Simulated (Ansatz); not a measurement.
# SnTe (F-43m) in Ansatz: single point with PBEsol

Aim: the single point of SnTe with PBEsol.

Program: Ansatz 0.2.0. These are calculated values, not measurements. Logs are shortened: lines on timing, memory, paths and dates and some standing lists are left out, and cuts for length are marked.

## 1. The crystal as given

Symmetry: F-43m, No. 216, cubic system. Conventional cell: a = 7.222 Å, b = 7.222 Å, c = 7.222 Å, α = 90.00°, β = 90.00°, γ = 90.00°. Te (site symmetry -43m) is surrounded by 4 Sn at 3.13 Å. Around Sn (site symmetry -43m) lie 4 Te at 3.13 Å.

Measurements of this composition are mostly on another form, of space group No. 225.

## 2. Single point, PBEsol

Contents of input.yaml:

```yaml
crystal:
  lattice:
    - [0.0, 3.611146, 3.611146]
    - [3.611146, 0.0, 3.611146]
    - [3.611146, 3.611146, 0.0]
  atoms:
    - { symbol: Te, position: [0.25, 0.25, 0.25] }
    - { symbol: Sn, position: [0.0, 0.0, 0.0] }
kpoints:
  mp_grid: { grid: [4, 4, 4] }
scf:
  occupations: { method: fermi_dirac, width: 0.03 }
hamiltonian:
  xc: pbesol
  pseudopotentials: { kind: all_electron, lapw: { basis_error: 0.001 } }
output:
  forces: true
  stress: true
  eigenvalues: true
```

Potentials or basis: all-electron LAPW, scalar-relativistic.

Command:

```
> ansatz run input.yaml --threads 1 --pin off --max-ram 3072MiB --backend cpu --events-out ev --progress --plain --runs-dir out
```

Standard output:

```text
Warning: RAYON_NUM_THREADS=1 ignored (pool sized by the plan → 1); use --threads N
LAPW: plane waves up to 7.045 Å⁻¹, error target 1.0e-3 eV per atom; small_component_spin mean_spin; Sn in spheres of 1.580 Å, 22 of its electrons in bands, Dirac shells []; Te in spheres of 1.548 Å, 24 of its electrons in bands, Dirac shells [] (how accurate: hamiltonian.pseudopotentials.lapw.basis_error, Limitations)
Engine: ansatz 0.2.0, aarch64-unknown-linux-gnu
Pseudopotentials: kind: all_electron
Pseudopotential: Te, LAPW, valence charge 24, lapw/all_electron/scalar/gaussian/Te, Koelling and Harmon's equation, gaussian nucleus
Pseudopotential: Sn, LAPW, valence charge 22, lapw/all_electron/scalar/gaussian/Sn, Koelling and Harmon's equation, gaussian nucleus
Functional definition: PBEsol
  exchange = pbesol_x
  correlation = pbesol_c
Crystal: 2 atoms, lattice volume = 94.181 Å³
Basis set: ecut = 189.11790137941185 eV, 537 PW (Γ), exchange–correlation at level 2
Bands: 28, of which v1, the nominal top of the filled ones, is band 23 counted from 1 (22 counted from 0)
Symmetry: 24 space group operations
Space group: F-43m (ITA 216), of the structure as read, at distance tolerance 4.5e-5 Å
k-points: 8 of 64 (time reversal used)
Non-local potential: Te, projectors of the file, none
Non-local potential: Sn, projectors of the file, none
Initial density: superposition of atomic densities (chi_scale 0.1, normalization cell, long waves kept (reshape's long-wave potential 0.00 eV rms))
Initial wavefunctions: plane waves of lowest kinetic energy (no species holds an atomic orbital)
Functional: x = pbesol(κ = 0.804, μ = 0.12345679012345678), c = pbesol(β = 0.046)
iter 1 solved again at ethr=1.11e-3 eV; its pass at ethr=1.00e-1 eV (dr2=5.12e-1 eV) is discarded
SCF iter   1: F=—  HF=-352820.942077 eV  |F-HF|=—  |Δ(HF+E_count)|=         —  Δρ=1.39e-2  dr2=5.12e-1  ethr=1.11e-3  ⟨swp⟩=2.1  Hψ=1433  notcnv=0
preconditioner: auto → none  [insulator: Δε(μ)=0.349 eV  Ē_g=8.597 eV  σ=0.030 eV  W_gap=0.99  n_scr=14 (ndim 8)  ℏωp=12.1 eV  f_vac=0.278  D(μ)=0.03/eV (n_scr^D=0)  ε∞_Penn≈3.0]
SCF iter   2: F=—  HF=-352820.845038 eV  |F-HF|=—  |Δ(HF+E_count)|=   9.70e-2  Δρ=6.80e-3  dr2=8.97e-2  ethr=1.11e-3  ⟨swp⟩=2.5  Hψ=709  notcnv=0
preconditioner: auto → LDOS  [metal: Δε(μ)=0.143 eV  Ē_g=8.355 eV  σ=0.030 eV  W_gap=0.50  n_scr=14 (ndim 8)  ℏωp=12.1 eV  f_vac=0.293  D(μ)=1.70/eV (n_scr^D=14)  β→1.0]
iter 3 solved again at ethr=1.45e-5 eV; its pass at ethr=1.95e-4 eV (dr2=6.65e-3 eV) is discarded
SCF iter   3: F=—  HF=-352820.806223 eV  |F-HF|=—  |Δ(HF+E_count)|=   3.88e-2  Δρ=1.93e-3  dr2=6.66e-3  ethr=1.45e-5  ⟨swp⟩=2.0  Hψ=1162  notcnv=0
SCF iter   4: F=—  HF=-352820.806337 eV  |F-HF|=—  |Δ(HF+E_count)|=         —  Δρ=4.02e-4  dr2=1.73e-4  ethr=1.45e-5  ⟨swp⟩=2.0  Hψ=666  notcnv=0
the basis was enlarged: its passes take 44.0 KiB over the memory plan, 1 of 1 planned eigensolver slots
SCF iter   5: F=—  HF=-352820.806193 eV  |F-HF|=—  |Δ(HF+E_count)|=   1.43e-4  Δρ=1.54e-4  dr2=3.07e-5  ethr=3.75e-7  ⟨swp⟩=2.5  Hψ=670  notcnv=0
SCF iter   6: F=—  HF=-352820.806244 eV  |F-HF|=—  |Δ(HF+E_count)|=   5.04e-5  Δρ=4.98e-5  dr2=8.42e-6  ethr=6.68e-8  ⟨swp⟩=3.0  Hψ=701  notcnv=0
SCF iter   7: F=—  HF=-352820.806249 eV  |F-HF|=—  |Δ(HF+E_count)|=   4.91e-6  Δρ=1.16e-5  dr2=3.08e-7  ethr=1.83e-8  ⟨swp⟩=3.0  Hψ=702  notcnv=0
SCF iter   8: F=-352820.806249 eV  HF=-352820.806249 eV  |F-HF|=3.75e-8  |Δ(HF+E_count)|=   8.57e-8  Δρ=4.15e-6  dr2=4.94e-8  ethr=6.70e-10  ⟨swp⟩=3.0  Hψ=688  notcnv=0
SCF 1 converged in 8 iterations: F = -352820.806249 eV  dr2 = 4.94e-8
SCF converged after 8 iterations
Free energy (F): -352820.806249 eV
Harris-Foulkes:  -352820.806249 eV  (|F-HF|=3.75e-8)
Internal energy: -352820.801417 eV  (E = F + TS)
E sigma→0 (E₀):  -352820.803833 eV
Entropy (-TS):   -0.004832 eV (-2.416 meV/atom)
Fermi energy:    6.462553 eV
--- Per-component energies (eV) ---
  E_band       = -2082.779423
  E_kinetic    = 371846.018393
  E_xc         = -9131.410292
  E_electrostatic = -715535.409517  (all electrons and nuclei)
  E_smearing   = -0.004832  (= −TS)
  E_closure    = 0.000000  (closes the sum)
  E_atoms      = -352813.230818  (free atoms, spherical and without spin; not in F)
  Σ components = -352820.806249   (vs F -352820.806249, Δ=0.00e0)
  Basis errors (estimates in eV, not in F): energy 4.1e-4 per atom: plane waves 3.9e-4 (2.3e-4 summed), levels above the bands 1.1e-84, relativity 7.9e-9, radial functions 2.5e-5, core shells 1.1e-9; eigenvalues (radial functions only) 7.7e-7; not estimated: angular momenta, meshes, grids; target (lapw.basis_error) 1.0e-3; muffin-tin radii Sn 1.580 Å, Te 1.548 Å
--- Forces (eV/Å), atoms counted from 1 ---
  atom   1  Te    -0.00000000     0.00000000     0.00000000
  atom   2  Sn     0.00000000    -0.00000000     0.00000000
  max |Σ_I F_I| component: 5.55e-17 eV/Å
--- Stress (GPa, compression-positive) ---
       -1.659105       0.000000      -0.000000
        0.000000      -1.659105       0.000000
       -0.000000       0.000000      -1.659105
  P = ⅓ Tr σ = -1.6591 GPa (-16.591 kbar)
--- Band table (eV; the first three rows and the last of 8) ---
  k-point 0: bands = ["-152.6737", "-123.1746", "-102.7756", "-102.7756", "-102.7756", "-79.0064", "-79.0064", "-79.0064", "-30.2132", "-30.2132", "-30.2132", "-30.2106", "-30.2106", "-15.3099", "-15.3099", "-15.3099", "-15.3005", "-15.3005", "-5.1640", "1.1886", "4.4671", "4.4671", "4.4671", "7.4074", "7.4074", "7.4074", "10.3781", "12.8636"]
  k-point 1: bands = ["-152.6737", "-123.1746", "-102.7756", "-102.7756", "-102.7756", "-79.0064", "-79.0064", "-79.0064", "-30.2132", "-30.2131", "-30.2131", "-30.2106", "-30.2106", "-15.3106", "-15.3092", "-15.3092", "-15.3005", "-15.3005", "-4.9256", "0.2182", "4.1677", "4.1677", "4.5289", "7.8993", "7.8993", "8.1169", "11.6572", "12.2540"]
  k-point 2: bands = ["-152.6737", "-123.1746", "-102.7756", "-102.7756", "-102.7756", "-79.0064", "-79.0064", "-79.0064", "-30.2131", "-30.2131", "-30.2131", "-30.2105", "-30.2105", "-15.3113", "-15.3085", "-15.3085", "-15.3004", "-15.3004", "-4.6302", "-0.6084", "3.9362", "3.9362", "4.3353", "8.2039", "8.2039", "9.7676", "11.9472", "12.6892"]
  k-point 7: bands = ["-152.6737", "-123.1746", "-102.7756", "-102.7756", "-102.7756", "-79.0064", "-79.0064", "-79.0064", "-30.2131", "-30.2131", "-30.2130", "-30.2106", "-30.2105", "-15.3123", "-15.3081", "-15.3070", "-15.3009", "-15.3001", "-4.4118", "-0.9443", "3.0112", "3.0999", "6.4232", "7.7259", "8.5959", "9.5023", "11.6432", "12.6658"]
```

Run time: 5.7 s. Hardware: 1 thread of Arm Neoverse V2, shared host; peak memory 0.25 GiB.

Results:

```yaml
Free_energy: -352820.8062 eV
Pressure: -1.7 GPa
```

Levels at points of the mesh, in eV from the Fermi level:
```
             k point  band 20  band 21  band 22  band 23  band 24  band 25  band 26  band 27
  (0.00, 0.00, 0.00)    -5.27    -2.00    -2.00    -2.00     0.94     0.94     0.94     3.92
 (0.00, 0.00, -0.50)    -7.07    -2.53    -2.53    -2.13     1.74     1.74     3.31     5.48
(0.00, -0.50, -0.50)    -7.43    -3.18    -3.18    -0.76     0.01     3.81     3.81     5.28
```

Caveat: the k mesh is coarse (spacing up to 0.38 Å⁻¹), so the values aren't converged.
